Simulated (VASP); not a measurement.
# HfN (F-43m) in VASP: notebook

Runs on HfN. Level: PBEsol. Tasks: single point.

Program: VASP 6.6.1. These are calculated values, not measurements. Logs are shortened: lines on timing, memory, paths and dates and some standing lists are left out, and cuts for length are marked.

### 1 The structure

The structure is cubic, space group F-43m (No. 216). Conventional cell: a = 4.910 Å, b = 4.910 Å, c = 4.910 Å, α = 90.00°, β = 90.00°, γ = 90.00°. Around Hf (site symmetry -43m) lie 4 N at 2.13 Å. Around N (site symmetry -43m) lie 4 Hf at 2.13 Å.

The cell comes from a database or a generator and needn't be the stable form of this composition.

### 2 Single point, PBEsol

Input file INCAR:

```
SYSTEM = HfN
PREC = Accurate ; ENCUT = 340
EDIFF = 1E-7 ; ISMEAR = 0
SIGMA = 0.05 ; LREAL = .False.
LASPH = .True. ; NELM = 100
ALGO = Normal ; ISIF = 2
LWAVE = .False. ; LCHARG = .False.
GGA = PS ; ADDGRID = .False.
```

Input file KPOINTS:

```
Automatic mesh
0
Gamma
  5 5 5
  0 0 0
```

Input file POSCAR:

```
HfN
1.0
    0.0000000000      2.4548220000      2.4548220000
    2.4548220000      0.0000000000      2.4548220000
    2.4548220000      2.4548220000      0.0000000000
Hf N
1 1
Direct
    0.0000000000      0.0000000000      0.0000000000
    0.2500000000      0.2500000000      0.2500000000
```

Potentials or basis: VASP PAW PBE potentials, release 64 (Hf_pv, N).

Started as:

```console
$ cat potpaw_PBE.64/Hf_pv/POTCAR potpaw_PBE.64/N/POTCAR > POTCAR
$ mpirun -np 1 vasp_std > vasp.out
```

OUTCAR:

```text
SYSTEM = HfN
   PREC = Accurate
   ENCUT = 340
   EDIFF = 1E-7
   ISMEAR = 0
   LREAL = .False.
   LASPH = .True.
   NELM = 100
   ISIF = 2
   GGA = PS

 Found     10 irreducible k-points:

 Following reciprocal coordinates:
            Coordinates               Weight
  0.000000  0.000000  0.000000      1.000000
  0.200000  0.000000  0.000000      8.000000
  0.400000  0.000000  0.000000      8.000000
  0.200000  0.200000  0.000000      6.000000
  0.400000  0.200000  0.000000     24.000000
 -0.400000  0.200000  0.000000     24.000000
   k-points           NKPTS =     10   k-points in BZ     NKDIM =     10   number of bands    NBANDS=     11
   number of dos      NEDOS =    301   number of ions     NIONS =      2
   total plane-waves  NPLWV =  13824
   dimension x,y,z NGX =    24 NGY =   24 NGZ =   24
   dimension x,y,z NGXF=    48 NGYF=   48 NGZF=   48
   ions per type =               1   1
   NGX,Y,Z   is equivalent  to a cutoff of  11.49, 11.49, 11.49 a.u.
   NGXF,Y,Z  is equivalent  to a cutoff of  22.99, 22.99, 22.99 a.u.
 SYSTEM =  HfN
   PREC   = accura    normal or accurate (medium, high low for compatibility)
   ISTART =      0    job   : 0-new  1-cont  2-samecut
   ICHARG =      2    charge: 1-file 2-atom 10-const
   ISPIN  =      1    spin polarized calculation?
   LNONCOLLINEAR =      F non collinear calculations
   LSORBIT =      F    spin-orbit coupling
   LASPH  =      T    aspherical Exc in radial PAW
   ENCUT  =  340.0 eV  24.99 Ry    5.00 a.u.   5.22  5.22  5.22*2*pi/ulx,y,z
   NELM   =    100;   NELMIN=  2; NELMDL= -5     # of ELM steps
   EDIFF  = 0.1E-06   stopping-criterion for ELM
   LREAL  =      F    real-space projection
   EDIFFG = 0.1E-05   stopping-criterion for IOM
   NSW    =      0    number of steps for IOM
   IBRION =     -1    ionic relax: 0-MD 1-quasi-New 2-CG
   NFREE  =      0    steps in history (QN), initial steepest desc. (CG)
   ISIF   =      2    stress and relaxation
   ISYM   =      2    0-nonsym 1-usesym 2-fastsym
   POTIM  = 0.5000    time-step for ionic-motion
   TEBEG  =    0.0;   TEEND  =   0.0 temperature during run
   PSTRESS=    0.0 pullay stress
   NELECT =      15.0000    total number of electrons
   NUPDOWN=      -1.0000    fix difference up-down
   EMIN   =  10.00;   EMAX   =-10.00  energy-range for DOS
   EFERMI =   0.00;   METHOD = LEGACY
   ISMEAR =     0;   SIGMA  =   0.05  broadening in eV -4-tet -1-fermi 0-gaus
   EFERMI_NEDOS =   21; number of points for ismear=-14 and -15
   IALGO  =     38    algorithm
   IMIX   =      4    mixing-type and parameters
     AMIX     =   0.40;   BMIX     =  1.00
     AMIX_MAG =   1.60;   BMIX_MAG =  1.00
  volume/ion in A,a.u.               =      14.79        99.83
  Fermi-wavevector in a.u.,A,eV,Ry     =   1.305395  2.466839 23.185087  1.704056
  Thomas-Fermi vector in A             =   2.436267
   LORBIT       =      0    0 simple, 1 ext, 2 COOP (PROOUT), +10 PAW based schemes
   GGA     = PS    functional components
   LHFCALC =     F    Hartree Fock is set to
   AEXX    =    0.0000 exact exchange contribution
   IVDW    =     0    specifies the selected vdW correction
   LEPSILON=     F    determine dielectric tensor
   LRPA    =     F    only Hartree local field effects (RPA)
 non-spin polarized calculation
 Gauss-broadening in eV      SIGMA  =   0.05
  energy-cutoff  :      340.00
  volume of cell :       29.59
 maximum number of plane-waves:       432
 NGX is ok and might be reduce to    24
   NGX = 11   NGY = 11   NGZ = 11

 number of electron      14.9999996 magnetization

 Free energy of the ion-electron system (eV)
  ---------------------------------------------------
  ext. energy  EPLUGINS =         0.00000000
  ---------------------------------------------------
  free energy    TOTEN  =       -22.16030844 eV

  energy without entropy =      -22.15662742  energy(sigma->0) =      -22.15846793

 E-fermi :   5.6956     XC(G=0): -11.3985

 val. band max:        5.6642489342   @ k =   0.4000   0.2000   0.0000
 cond. band min:       5.8131314414   @ k =  -0.4000   0.2000   0.0000
 fundamental gap:      0.1488825072
 Fermi energy:         5.6955563819

 k-point     1 :       0.0000    0.0000    0.0000
  band No.  band energies     occupation
      1     -25.4306      2.00000
      2     -25.4306      2.00000
      3     -25.4306      2.00000
      4     -10.5569      2.00000
      5       0.1513      2.00000
      6       0.1513      2.00000
      7       0.1513      2.00000
      8       4.8505      2.00000
      9       7.8175      0.00000
     10       7.8175      0.00000
     11      12.2245      0.00000

 k-point     2 :       0.2000    0.0000    0.0000
  band No.  band energies     occupation
      1     -25.6009      2.00000
      2     -25.4526      2.00000
      3     -25.4526      2.00000
      4     -10.1404      2.00000
      5      -0.3976      2.00000
      6       0.4022      2.00000
      7       0.4022      2.00000
      8       6.5384      0.00000
      9       7.4319      0.00000
     10       7.4319      0.00000
     11      11.4221      0.00000

 k-point     3 :       0.4000    0.0000    0.0000
  band No.  band energies     occupation
      1     -25.8622      2.00000
      2     -25.4878      2.00000
      3     -25.4878      2.00000
      4      -9.5499      2.00000
      5      -0.2805      2.00000
      6       0.6984      2.00000
      7       0.6984      2.00000
      8       7.3711      0.00000
      9       7.9520      0.00000
     10       7.9520      0.00000
     11      10.0947      0.00000

 k-point     4 :       0.2000    0.2000    0.0000
  band No.  band energies     occupation
      1     -25.6033      2.00000
      2     -25.4864      2.00000
      3     -25.4864      2.00000
      4      -9.9996      2.00000
      5      -0.7925      2.00000
      6       0.6692      2.00000
      7       0.6692      2.00000
      8       5.9271      0.00000
      9       7.3030      0.00000
     10       8.3511      0.00000
     11      12.2255      0.00000

 k-point     5 :       0.4000    0.2000    0.0000
  band No.  band energies     occupation
      1     -25.7938      2.00000
      2     -25.5470      2.00000
      3     -25.5253      2.00000
      4      -9.4697      2.00000
      5      -0.7642      2.00000
      6       0.9122      2.00000
      7       1.0880      2.00000
      8       5.6642      1.62412
      9       7.9682      0.00000
     10       8.7337      0.00000
     11      11.2490      0.00000

 k-point     6 :      -0.4000    0.2000    0.0000
  band No.  band energies     occupation
      1     -25.8528      2.00000
      2     -25.6068      2.00000
      3     -25.5157      2.00000
      4      -9.2903      2.00000
      5       0.0293      2.00000
      6       0.5099      2.00000
      7       1.0889      2.00000
      8       5.8131      0.00088
      9       7.7151      0.00000
     10       8.1222      0.00000
     11      11.3931      0.00000

 [... further k-points ...]
[... 5 lines left out ...]
  --------------------------------------------------------------------------------------
  -------------------------------------------------------------------------------------
  Total       -2.5402109     -2.5402109     -2.5402109      0.0000000     -0.0000000     -0.0000000
  in kB     -137.5594211   -137.5594211   -137.5594211      0.0000000     -0.0000000     -0.0000000
  external PRESSURE =    -137.5594211 kB  Pullay stress =       0.0000000 kB

 VOLUME and BASIS-vectors are now :
 -----------------------------------------------------------------------------
  energy-cutoff  :      340.00
  volume of cell :       29.59
      direct lattice vectors                 reciprocal lattice vectors
     0.000000000  2.454822000  2.454822000    -0.203680756  0.203680756  0.203680756
     2.454822000  0.000000000  2.454822000     0.203680756 -0.203680756  0.203680756
     2.454822000  2.454822000  0.000000000     0.203680756  0.203680756 -0.203680756

 POSITION                                       TOTAL-FORCE (eV/Angst)
 -----------------------------------------------------------------------------------
      0.00000      0.00000      0.00000         0.000000      0.000000      0.000000
      1.22741      1.22741      1.22741        -0.000000     -0.000000     -0.000000
 -----------------------------------------------------------------------------------
    total drift:                                0.000000      0.000000      0.000000

  FREE ENERGIE OF THE ION-ELECTRON SYSTEM (eV)
  ---------------------------------------------------
  free  energy   TOTEN  =       -22.1603084427 eV

  energy  without entropy=      -22.1566274192  energy(sigma->0) =      -22.15846793
```

stdout:

```text
POSCAR found type information on POSCAR HfN
 POSCAR found :  2 types and       2 ions
 scaLAPACK will be used
 -----------------------------------------------------------------------------
|                                                                             |
|                                                                             |
|     You enforced a specific xc type in the INCAR file but a different       |
|     I HOPE YOU KNOW WHAT YOU ARE DOING!                                     |
|                                                                             |
 -----------------------------------------------------------------------------

 LDA part: xc-table for (Slater+PW92), standard interpolation
 POSCAR, INCAR and KPOINTS ok, starting setup
 FFT: planning ... GRIDC
 FFT: planning ... GRID_SOFT
 FFT: planning ... GRID
 WAVECAR not read
 entering main loop
```

Wall time 2.6 s (1 thread of Intel Xeon 6975P-C (Granite Rapids), shared host); peak memory 0.13 GiB.

The run converged, but a check on its numbers failed (symmetry, net force, bounds or a known fault of this set-up), so they aren't taken as properties of the crystal.

Caveat: the k mesh is coarse (spacing up to 0.44 Å⁻¹), so the values aren't converged; the cutoff lies under the usual one of these potentials, so the numbers hold a large basis-set error; the PAW data sets were made with another functional, which shifts forces and pressure a little.

### 3 Single point, PBEsol

INCAR is that of step 2.

KPOINTS is that of step 2.

Input file POSCAR:

```
HfN
1.0
    0.0000000000      2.4548220000      2.4548220000
    2.4548220000      0.0000000000      2.4548220000
    2.4548220000      2.4548220000      0.0000000000
Hf N
1 1
Direct
    0.0013890000     -0.0035870000      0.0084710000
    0.2560200000      0.2829830000      0.2320270000
```

Potentials or basis: VASP PAW PBE potentials, release 64 (Hf_pv, N).

Started as:

```console
$ cat potpaw_PBE.64/Hf_pv/POTCAR potpaw_PBE.64/N/POTCAR > POTCAR
$ mpirun -np 1 vasp_std > vasp.out
```

Wall time 6.2 s (1 thread of Intel Xeon 6975P-C (Granite Rapids), shared host); peak memory 0.14 GiB.

The run converged, but a check on its numbers failed (symmetry, net force, bounds or a known fault of this set-up), so they aren't taken as properties of the crystal.

Caveat: the k mesh is coarse (spacing up to 0.44 Å⁻¹), so the values aren't converged; the cutoff lies under the usual one of these potentials, so the numbers hold a large basis-set error; the PAW data sets were made with another functional, which shifts forces and pressure a little.

### 4 Single point, PBEsol

INCAR, as its differences from that of step 3:

```diff
@@ -1,3 +1,3 @@
 SYSTEM = HfN
-PREC = Accurate ; ENCUT = 340
+PREC = Accurate ; ENCUT = 400
 EDIFF = 1E-7 ; ISMEAR = 0
```

KPOINTS is that of step 3.

Input file POSCAR:

```
HfN
1.0
    0.0000000000      2.4548220000      2.4548220000
    2.4548220000      0.0000000000      2.4548220000
    2.4548220000      2.4548220000      0.0000000000
Hf N
1 1
Direct
    0.0000000000      0.0000000000      0.0000000000
    0.2500000000      0.2500000000      0.2500000000
```

Started as:

```console
$ cat potpaw_PBE.64/Hf_pv/POTCAR potpaw_PBE.64/N/POTCAR > POTCAR
$ mpirun -np 1 vasp_std > vasp.out
```

It took 3.1 s on 1 thread of Intel Xeon 6975P-C (Granite Rapids), shared host; peak memory 0.13 GiB.

These settings aren't checked as converged: the numbers below hold their error.

What came out:

| Quantity | Value |
| --- | --- |
| Free energy | -22.1835 eV |
| Band gap on the k mesh | none (metal or under the smearing width) |

Caveat: the k mesh is coarse (spacing up to 0.44 Å⁻¹), so the values aren't converged; the cutoff is under 1.25 times the usual one of these potentials, so pressure, stress and relaxed cells hold a basis-set (Pulay) error; the PAW data sets were made with another functional, which shifts forces and pressure a little.

### 5 Single point, PBEsol

INCAR is that of step 4.

KPOINTS is that of step 4.

Input file POSCAR:

```
HfN
1.0
    0.0000000000      2.4548220000      2.4548220000
    2.4548220000      0.0000000000      2.4548220000
    2.4548220000      2.4548220000      0.0000000000
Hf N
1 1
Direct
    0.0013890000     -0.0035870000      0.0084710000
    0.2560200000      0.2829830000      0.2320270000
```

Started as:

```console
$ cat potpaw_PBE.64/Hf_pv/POTCAR potpaw_PBE.64/N/POTCAR > POTCAR
$ mpirun -np 1 vasp_std > vasp.out
```

It took 6.1 s on 1 thread of Intel Xeon 6975P-C (Granite Rapids), shared host; peak memory 0.14 GiB.

These settings aren't checked as converged: the numbers below hold their error.

What came out:

| Quantity | Value |
| --- | --- |
| Free energy | -22.1409 eV |
| Largest force | 1.088 eV/Å |
| Band gap on the k mesh | none (metal or under the smearing width) |

Caveat: the k mesh is coarse (spacing up to 0.44 Å⁻¹), so the values aren't converged; the cutoff is under 1.25 times the usual one of these potentials, so pressure, stress and relaxed cells hold a basis-set (Pulay) error; the PAW data sets were made with another functional, which shifts forces and pressure a little.

### 6 Single point, PBEsol

INCAR, as its differences from that of step 5:

```diff
@@ -1,3 +1,3 @@
 SYSTEM = HfN
-PREC = Accurate ; ENCUT = 400
+PREC = Accurate ; ENCUT = 460
 EDIFF = 1E-7 ; ISMEAR = 0
```

KPOINTS is that of step 5.

Input file POSCAR:

```
HfN
1.0
    0.0000000000      2.4548220000      2.4548220000
    2.4548220000      0.0000000000      2.4548220000
    2.4548220000      2.4548220000      0.0000000000
Hf N
1 1
Direct
    0.0000000000      0.0000000000      0.0000000000
    0.2500000000      0.2500000000      0.2500000000
```

Potentials or basis: VASP PAW PBE potentials, release 64 (Hf_pv, N).

Started as:

```console
$ cat potpaw_PBE.64/Hf_pv/POTCAR potpaw_PBE.64/N/POTCAR > POTCAR
$ mpirun -np 1 vasp_std > vasp.out
```

Wall time 2.6 s (1 thread of Intel Xeon 6975P-C (Granite Rapids), shared host); peak memory 0.13 GiB.

The run converged, but some of its settings lie outside the range that counts as converged, so its numbers aren't taken as properties of the crystal.

Results:

```yaml
Free_energy: -22.1865 eV
Pressure: -6.1 GPa
Band_gap_on_the_k_mesh: none (metal or under the smearing width)
```

Caveat: the k mesh is coarse (spacing up to 0.44 Å⁻¹), so the values aren't converged; the cutoff is under 1.25 times the usual one of these potentials, so pressure, stress and relaxed cells hold a basis-set (Pulay) error; the PAW data sets were made with another functional, which shifts forces and pressure a little.

### 7 For comparison

An earlier run on the cell as given: functional PBEsol; potentials or basis VASP PAW PBE potentials, release 64 (Hf_pv, N); cutoff 520 eV; k mesh 9 × 9 × 9; occupations fermi-dirac, width 0.05 eV; no spin polarisation.

- Pressure: -5.9 GPa
- Band gap on the k mesh: none (metal or under the smearing width)
